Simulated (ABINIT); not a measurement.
The system is BAs.

```
As B
1.0
     0.00000    2.38850    2.38850
     2.38850    0.00000    2.38850
     2.38850    2.38850    0.00000
As B
1 1
Direct
  0.75000 0.75000 0.75000
  0.00000 0.00000 0.00000
```

Base run:

- Program: ABINIT 10.8.3 (patched build)
- Functional: SCAN
- Potentials or basis: JTH PAW PBE v2.0
- Cutoff: 490 eV
- k mesh: 10 × 10 × 10
- Occupations: fermi-dirac, width 0.05 eV
- Spin: no spin polarisation

Its results: band gap on the k mesh 1.41 eV, indirect (least direct gap 3.59 eV); pressure -0.7 GPa.

Problem. After a change of settings the same cell gave: band gap on the k mesh 1.39 eV, indirect (least direct gap 3.44 eV); pressure 0.2 GPa. Which change was it?
A. functional from SCAN to PBEsol; cutoff from 490 eV to 408 eV; fine-grid cutoff from 979.61 eV to 816.342 eV
B. functional from SCAN to rSCAN
C. functional from SCAN to LDA; potentials or basis from JTH PAW PBE v2.0 to PseudoDojo NC SR LDA v0.4.1 standard; cutoff from 490 eV to 1088 eV
D. functional from SCAN to r2SCAN; potentials or basis from JTH PAW PBE v2.0 to JTH PAW PBE v2.0 sp; valence electrons from 18 to 8

Solution. B.

Caveats: the PAW data sets were made with another functional, which shifts forces and pressure a little.

Runs at the PBE level aren't shown here.
